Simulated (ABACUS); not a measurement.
# Zr under changes of volume

One of the cells (23.281 Å³/atom); the others are scaled copies at fixed shape and fractional positions:

```
CELL_PARAMETERS angstrom
3.23200 0.00000 0.00000
-1.61600 2.79899 0.00000
0.00000 0.00000 5.14700
ATOMIC_POSITIONS crystal
Zr 0.66667 0.33333 0.75000
Zr 0.33333 0.66667 0.25000
```

| Property | Result |
| --- | --- |
| Program | ABACUS 3.10.1 |
| Functional | PBE |
| Potentials or basis | PseudoDojo NC SR 0.4.1 PBE standard |
| Cutoff | 898 eV |
| Density cutoff | 3592 eV |
| Basis | plane waves |
| k mesh | 9 × 9 × 5 |
| Occupations | fermi-dirac, width 0.05 eV |
| Spin | no spin polarisation |

| volume (Å³/atom) | energy over the lowest point (meV/atom) | pressure (GPa) |
| --- | --- | --- |
| 21.884 | 32.91 | 7.2 |
| 22.350 | 15.53 | 4.8 |
| 22.815 | 4.74 | 2.6 |
| 23.281 | 0.00 | 0.6 |
| 23.746 | ? | ? |
| 24.212 | 6.88 | -3.0 |
| 24.678 | 17.67 | -4.5 |

Task: What does the run at 23.746 Å³/atom give?

Result: Energy over the lowest point 0.86 meV/atom; pressure -1.3 GPa.

Worked out: A Birch-Murnaghan fit of order 3 (a polynomial in V^(-2/3)) to the other rows has its minimum at 23.44 Å³/atom with B0 = V·E''(V) = 94 GPa and B' = 3.0 at fixed shape and positions, which overstates the stiffness. It gives 0.86 meV/atom at 23.746 Å³/atom, against the run's 0.86, and -dE/dV = -1.2 GPa, against -1.3.

Energies are extrapolated to zero smearing.
